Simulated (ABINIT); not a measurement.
# AlN (P6_3mc) in ABINIT: further runs, part 2 of 2

ABINIT 10.8.3 (patched build). The steps go on from the part before.

## Step 3: Relaxation of cell and atoms, PBEsol

run.abi reads:

```
# Pseudopotentials
pp_dirpath "./"
pseudos "Al.upf, N.upf"

# Structure
acell 3*1.0
rprim
     5.8827174260     0.0000000000     0.0000000000
    -2.9413587130     5.0945827342     0.0000000000
     0.0000000000     0.0000000000     9.4127258268
ntypat 2
znucl 13 7
natom 4
typat 1 1 2 2
chkprim 0
chksymtnons 0
tolsym 1.0e-6
xred
            2/3            1/3            1/2
            1/3            2/3            0.0
            2/3            1/3   0.8800000000
            1/3            2/3   0.3800000000

# Plane-wave basis
ecut 36.0
ecutsm 0.5

# k points
kptopt 1
ngkpt 8 8 4
nshiftk 1
shiftk 0.0 0.0 0.0

# Exchange and correlation
ixc -116133

# Bands and occupations
nband 12
occopt 3
tsmear 0.05 eV

# SCF cycle
nstep 80
tolvrs 1.0e-12

# Output
iomode 3
prteig 0
prtebands 0
prtwf 0
prtden 0

# Relaxation
ionmov 22
optcell 2
ntime 50
tolmxf 2.0e-5
dilatmx 1.08
```

Potentials or basis: PseudoDojo NC SR PBEsol v0.4.1 standard.

Command:

```console
$ abinit run.abi > log 2>&1
```

run.abo:

```text
.Version 10.8.3 of ABINIT
 Symmetries : space group P6_3 m c (#186); Bravais hP (primitive hexag.)
================================================================================
 Values of the parameters that define the memory need of the present run
     intxc =       0    ionmov =      22      iscf =       7    lmnmax =       6
     lnmax =       6     mgfft =      60  mpssoang =       3    mqgrid =    3001
     natom =       4  nloc_mem =       1    nspden =       1   nspinor =       1
    nsppol =       1      nsym =      12    n1xccc =    2501    ntypat =       2
    occopt =       3   xclevel =       2
       mpw =        3686          nfft =       77760          nkpt =          30
================================================================================
================================================================================

--------------------------------------------------------------------------------
------------- Echo of variables that govern the present computation ------------
--------------------------------------------------------------------------------
 -outvars: echo values of preprocessed input variables --------
            acell      1.0000000000E+00  1.0000000000E+00  1.0000000000E+00 Bohr
              amu      2.69815390E+01  1.40067400E+01
          chkprim           0
      chksymtnons           0
          dilatmx      1.08000000E+00
             ecut      3.60000000E+01 Hartree
           ecutsm      5.00000000E-01 Hartree
           ionmov          22
              ixc     -116133
         kptrlatt        8    0    0      0    8    0      0    0    4
          kptrlen      3.76509033E+01
            natom           4
            nband          12
            ngfft          36      36      60
             nkpt          30
            nstep          80
             nsym          12
            ntime          50
           ntypat           2
           occopt           3
          optcell           2
           prtden           0
        prtebands           0
           prteig           0
            prtwf           0
[... 766 lines left out ...]
    3      0.00000000000000     0.00000000000000     0.00000428394970
    4      0.00000000000000     0.00000000000000     0.00000428394970
 frms,max,avg= 2.4733395E-06 4.2839497E-06   0.000E+00  0.000E+00  4.643E-07 e/A
 length scales=  5.883080164570  5.883080164568  9.416035198552 bohr
              =  3.113191950894  3.113191950893  4.982751240754 angstroms
 Fermi (or HOMO) energy (hartree) =   0.27467   Average Vxc (hartree)=  -0.39978
 Eigenvalues (hartree) for nkpt=  30  k points:
 kpt#   1, nband= 12, wtk=  0.00391, kpt=  0.0000  0.0000  0.0000 (reduced coord)
  -0.34066   -0.26038   -0.00634    0.18411    0.18411    0.20821    0.20821    0.21640
   0.36721    0.45692    0.60119    0.62182
      occupation numbers for kpt#   1
   2.00000    2.00000    2.00000    2.00000    2.00000    2.00000    2.00000    2.00000
   0.00000    0.00000    0.00000    0.00000
 prteigrs : prtvol=0 or 1, do not print more k-points.

--- !EnergyTerms
iteration_state     : {dtset: 1, itime: 6, icycle: 1, }
comment             : Components of total free energy in Hartree
kinetic             :  1.62982681087125E+01
hartree             :  5.61223183504809E+00
xc                  : -8.41082352342506E+00
Ewald energy        : -2.17400341573837E+01
psp_core            :  6.74639358929031E-01
local_psp           : -1.66605285436495E+01
non_local_psp       : -1.30329266015237E+00
internal            : -2.55295395819210E+01
'-kT*entropy'       :  1.25327081198538E-15
total_energy        : -2.55295395819210E+01
total_energy_eV     : -6.94694162245713E+02
band_energy         :  3.68353547702906E-01
...

 rms coord change=  5.6525E-04   atom, delta coord (reduced):
     1        0.000000000000      0.000000000000     -0.000979042723
     2        0.000000000000      0.000000000000     -0.000979042723
     3        0.000000000000      0.000000000000      0.000979042723
     4        0.000000000000      0.000000000000      0.000979042723

 Cartesian components of stress tensor (hartree/bohr^3)
  sigma(1 1)=  5.55597750E-08  sigma(3 2)=  0.00000000E+00
  sigma(2 2)=  5.55597764E-08  sigma(3 1)=  0.00000000E+00
  sigma(3 3)=  3.21195308E-08  sigma(2 1)=  0.00000000E+00

-Cartesian components of stress tensor (GPa)         [Pressure= -1.4047E-03 GPa]
- sigma(1 1)=  1.63462502E-03  sigma(3 2)=  0.00000000E+00
- sigma(2 2)=  1.63462506E-03  sigma(3 1)=  0.00000000E+00
- sigma(3 3)=  9.44989222E-04  sigma(2 1)=  0.00000000E+00

== END DATASET(S) ==============================================================
================================================================================

 -outvars: echo values of variables after computation  --------
            acell      5.8830801646E+00  5.8830801646E+00  9.4160351986E+00 Bohr
           etotal     -2.5529539582E+01
            fcart      1.7878636885E-30  3.0966707455E-30 -8.3309557671E-08
                      -2.5030091639E-30 -4.3353390438E-30 -8.3309557671E-08
                       3.5757273771E-31  6.1933414911E-31  8.3309557671E-08
                       3.5757273771E-31  6.1933414911E-31  8.3309557671E-08
            rprim      1.0000000000E+00  0.0000000000E+00  0.0000000000E+00
                      -5.0000000000E-01  8.6602540378E-01  0.0000000000E+00
                       0.0000000000E+00  0.0000000000E+00  1.0000000000E+00
           strten      5.5559775039E-08  5.5559776356E-08  3.2119530799E-08
                       0.0000000000E+00  0.0000000000E+00  0.0000000000E+00
           xangst      1.5565959754E+00  8.9870110544E-01  2.4864972940E+00
                       9.9062303135E-17  1.7974022109E+00 -4.8783263434E-03
                       1.5565959754E+00  8.9870110544E-01  4.3896994182E+00
                       9.9062303135E-17  1.7974022109E+00  1.8983237978E+00
             xred      6.6666666667E-01  3.3333333333E-01  4.9902095728E-01
                       3.3333333333E-01  6.6666666667E-01 -9.7904272313E-04
                       6.6666666667E-01  3.3333333333E-01  8.8097904272E-01
                       3.3333333333E-01  6.6666666667E-01  3.8097904272E-01
 Calculation completed.
```

Run time: 2.7 min. Hardware: 1 thread of Arm Neoverse V2, shared host; peak memory 0.1 GiB.

Results:

* Free energy: -694.6942 eV
* Relaxed volume: 10.46 Å³/atom
* Relaxed cell: a = 3.113 Å, b = 3.113 Å, c = 4.983 Å, α = 90.00°, β = 90.00°, γ = 120.00°
* Space group after relaxing (to 0.05 Å): P6_3mc (No. 186)
* Energy gained by relaxing: 0.3 meV/atom
* Ionic steps: 6
* Pressure after relaxing: 0.0 GPa
* Band gap on the k mesh: 4.10 eV, direct

Step by step:
| step | energy change (eV) | largest force (eV/Å) | pressure (GPa) | volume (Å³) |
| --- | --- | --- | --- | --- |
| 1 | 0.0000 | 0.1321 | 0.13 | 41.80 |
| 2 | -0.0008 | 0.0757 | 0.05 | 41.82 |
| 3 | -0.0012 | 0.0190 | 0.00 | 41.83 |
| 4 | -0.0013 | 0.0066 | 0.01 | 41.83 |
| 5 | -0.0013 | 0.0033 | 0.03 | 41.82 |
| 6 | -0.0013 | 0.0000 | 0.00 | 41.82 |

Final structure:
```yaml
crystal:
  lattice:
    - [3.11319, 0.00000, 0.00000]
    - [-1.55660, 2.69610, 0.00000]
    - [0.00000, 0.00000, 4.98275]
  atoms:
    - { symbol: Al, position: [0.66667, 0.33333, 0.49902] }
    - { symbol: Al, position: [0.33333, 0.66667, 0.99902] }
    - { symbol: N, position: [0.66667, 0.33333, 0.88098] }
    - { symbol: N, position: [0.33333, 0.66667, 0.38098] }
```

## Step 4: Single point, PBEsol (cell relaxed)

run.abi reads:

```
# Pseudopotentials
pp_dirpath "./"
pseudos "Al.upf, N.upf"

# Structure
acell 3.11319195 3.1131919563 4.98275124 Angstrom
rprim
     1.0000000000     0.0000000000     0.0000000000
    -0.5000000006     0.8660254034     0.0000000000
     0.0000000000     0.0000000000     1.0000000000
ntypat 2
znucl 13 7
natom 4
typat 1 1 2 2
xred
     0.6666666700     0.3333333300     0.4990209600
     0.3333333300     0.6666666700    -0.0009790400
     0.6666666700     0.3333333300     0.8809790400
     0.3333333300     0.6666666700     0.3809790400
chkprim 0
chksymtnons 0
tolsym 1.0e-6

# Plane-wave basis
ecut 36.0

# k points
kptopt 1
ngkpt 8 8 4
nshiftk 1
shiftk 0.0 0.0 0.0

# Exchange and correlation
ixc -116133

# Bands and occupations
nband 12
occopt 3
tsmear 0.00183747

# SCF cycle
nstep 100
tolvrs 1.0e-10

# Output
iomode 3
prtwf 0
prtden 0
prteig 0
prtebands 0
```

Command:

```console
$ abinit run.abi > log 2>&1
```

Run time: 23 s. Hardware: 1 thread of Arm Neoverse V2, shared host; peak memory 0.08 GiB.

The run converged. Its results:

```yaml
Free_energy: -694.6953 eV
Pressure: -0.4 GPa
Band_gap_on_the_k_mesh: 4.10 eV, direct
Valence_electrons_inside_the_program's_atomic_spheres: Al 1.11; N 5.36
```

Levels at points of the mesh, in eV from the valence-band top:
```
           k point  band 5  band 6  band 7  band 8  band 9  band 10  band 11  band 12
(0.00, 0.00, 0.00)   -0.88   -0.22   -0.22    0.00    4.10     6.54    10.76    11.03
(0.50, 0.00, 0.00)   -3.38   -2.12   -1.81   -0.70    5.68     5.68     8.07    10.51
(0.00, 0.00, 0.50)   -0.56   -0.56   -0.56   -0.56    6.36     6.36    10.19    10.19
(0.50, 0.00, 0.50)   -1.49   -1.49   -1.38   -1.38    5.18     5.18     9.14     9.14
```

## Step 5: Single point, PBE

run.abi reads:

```
# Pseudopotentials
pp_dirpath "./"
pseudos "13_Al_3_1.9_1.9_pbe_n_v1.0.psp8, 07_N_5_1.2_1.4_pbe_n_v1.0.psp8"

# Structure
acell 5.882717426 5.882717426 9.4127258268
rprim
     1.0000000000     0.0000000000     0.0000000000
    -0.5000000000     0.8660254038     0.0000000000
     0.0000000000     0.0000000000     1.0000000000
ntypat 2
znucl 13 7
natom 4
typat 1 1 2 2
xred
     0.6666666667     0.3333333333     0.5000000000
     0.3333333333     0.6666666667     0.0000000000
     0.6666666667     0.3333333333     0.8800000000
     0.3333333333     0.6666666667     0.3800000000

# Plane-wave basis
ecut 789.130201 eV

# k points
kptopt 1
ngkpt 8 8 4
nshiftk 1
shiftk 0.0 0.0 0.0

# Exchange and correlation
ixc 11

# Bands and occupations
nband 12
occopt 3
tsmear 0.05 eV

# SCF cycle
nstep 100
tolvrs 1.0e-10

# Output
iomode 3
prtwf 0
prtden 0
prteig 0
prtebands 0
```

Potentials or basis: SPMS NC PBE v1.0.

Command:

```console
$ abinit run.abi > log 2>&1
```

Run time: 17 s. Hardware: 1 thread of Arm Neoverse V2, shared host; peak memory 0.07 GiB.

It converged, with:

- Free energy: -696.0482 eV
- Largest force: 0.130 eV/Å
- Band gap on the k mesh: 4.22 eV, direct
- Valence electrons inside the program's atomic spheres: Al 1.12; N 5.39

Forces in eV/Å, atoms in the order of the input:
```
Al   0.000  0.000 -0.130
Al   0.000  0.000 -0.130
N    0.000  0.000  0.130
N    0.000  0.000  0.130
```

Levels at points of the mesh, in eV from the valence-band top:
```csv
k point,band 6,band 7,band 8,band 9,band 10,band 11
"(0.00, 0.00, 0.00)",-0.18,-0.18,0.00,4.22,6.67,10.65
"(0.50, 0.00, 0.00)",-2.07,-1.77,-0.66,5.82,5.84,8.22
"(0.00, 0.00, 0.50)",-0.52,-0.52,-0.52,6.47,6.47,10.35
"(0.50, 0.00, 0.50)",-1.44,-1.36,-1.36,5.33,5.33,9.31
```

Caveat: the cutoff is too short for stress, so the log's stress isn't used.

## Step 6: Single point, PBE

run.abi reads:

```
pp_dirpath "./"
pseudos "Al.upf, N.upf"

acell 3.113 3.113 4.981 Angstrom
rprim
     1.0000000000     0.0000000000     0.0000000000
    -0.5000000000     0.8660254038     0.0000000000
     0.0000000000     0.0000000000     1.0000000000
ntypat 2
znucl 13 7
natom 4
typat 1 1 2 2
xred
     0.6666666667     0.3333333333     0.5000000000
     0.3333333333     0.6666666667     0.0000000000
     0.6666666667     0.3333333333     0.8800000000
     0.3333333333     0.6666666667     0.3800000000

ecut 42.0

kptopt 1
ngkpt 8 8 4
nshiftk 1
shiftk 0.0 0.0 0.0

ixc 11

nband 12
occopt 3
tsmear 0.05 eV

nstep 100
tolvrs 1.0e-10

iomode 3
prtwf 0
prtden 0
prteig 0
prtebands 0
enunit 2
```

Potentials or basis: PseudoDojo NC SR PBE v0.4.1 standard.

Command:

```console
$ abinit run.abi > log 2>&1
```

Run time: 32 s. Hardware: 1 thread of Arm Neoverse V2, shared host; peak memory 0.09 GiB.

Results (log left out):

```
Free energy                                           : -696.2973 eV
Pressure                                              : 3.4 GPa
Largest force                                         : 0.131 eV/Å
Band gap on the k mesh                                : 4.22 eV, direct
Valence electrons inside the program's atomic spheres : Al 1.09; N 5.39
```

Forces on the atoms (eV/Å):
```
Al   0.000  0.000 -0.131
Al   0.000  0.000 -0.131
N    0.000  0.000  0.131
N    0.000  0.000  0.131
```

Stress tensor (GPa, compression positive):
```
2.82 0.00 0.00
0.00 2.82 0.00
0.00 0.00 4.46
```

Levels at points of the mesh, in eV from the valence-band top:
```tsv
k point	band 6	band 7	band 8	band 9	band 10	band 11
(0.00, 0.00, 0.00)	-0.18	-0.18	0.00	4.22	6.68	10.63
(0.50, 0.00, 0.00)	-2.06	-1.77	-0.66	5.83	5.84	8.21
(0.00, 0.00, 0.50)	-0.52	-0.52	-0.52	6.47	6.47	10.35
(0.50, 0.00, 0.50)	-1.44	-1.35	-1.35	5.34	5.34	9.32
```

## Step 7: Summary

| task | level | potentials or basis | cell | cutoff (eV) | cell freedom (optcell) | optimiser (ionmov) | cutoff smearing ecutsm (Ha) | force stop (Ha/bohr) | gap on the mesh (eV) | pressure (GPa) | largest force (eV/Å) |
| --- | --- | --- | --- | --- | --- | --- | --- | --- | --- | --- | --- |
| single point | LDA | PseudoDojo NC SR LDA v0.4 stringent | as given | 980 | - | - | - | - | 4.26 | -6.3 | 0.11 |
| relaxation of cell and atoms | PBEsol | PseudoDojo NC SR PBEsol v0.4.1 standard | relaxed | 980 | 2 | 22 | 0.5 | 2e-05 | 4.10 | 0.0 | - |
| single point | PBEsol | PseudoDojo NC SR PBEsol v0.4.1 standard | cell relaxed | 980 | - | - | - | - | 4.10 | -0.4 | - |
| single point | PBE | SPMS NC PBE v1.0 | as given | 789 | - | - | - | - | 4.22 | - | 0.13 |
| single point | PBE | PseudoDojo NC SR PBE v0.4.1 standard | as given | 1143 | - | - | - | - | 4.22 | 3.4 | 0.13 |

Alike in all rows: no spin polarisation; k mesh 8 × 8 × 4; smearing fermi-dirac 0.05 eV.

Total energies depend on the potentials used, so only differences within one code and one set of settings carry meaning.

## Step 8: Against experiment

Step 2. Against the measured gap of AlN, 6.0343 eV (an exciton energy, a little under the gap; 0 K; quoted in “Structural and optical properties of self-assembled AlN nanowires grown on SiO2/Si substrates by molecular beam epitaxy”, 2024, arxiv:2402.00216), the calculated 4.26 eV is off by -1.78 eV. 2 values of this kind are on record (6.034 to 6.0343 eV); this one was drawn at random. The value is that of LDA, without temperature or zero-point motion. Semilocal functionals fall short of measured gaps as a rule.

Step 5. Measured gap of AlN: 6.0343 eV (an exciton energy, a little under the gap; 0 K; quoted in “Structural and optical properties of self-assembled AlN nanowires grown on SiO2/Si substrates by molecular beam epitaxy”, 2024, arxiv:2402.00216). This calculation gives 4.22 eV (-1.81 eV). 2 values of this kind are on record (6.034 to 6.0343 eV); this one was drawn at random. The value is that of PBE, without temperature or zero-point motion. Semilocal functionals fall short of measured gaps as a rule.

Step 6. Against the measured gap of AlN, 6.034 eV (an exciton energy, a little under the gap; 10 K; quoted in “Self-assembly of well-separated AlN nanowires directly on sputtered metallic TiN films”, 2019, arxiv:1910.07391), the calculated 4.22 eV is off by -1.81 eV. 2 values of this kind are on record (6.034 to 6.0343 eV); this one was drawn at random. The value is that of PBE, without temperature or zero-point motion. Semilocal functionals fall short of measured gaps as a rule.
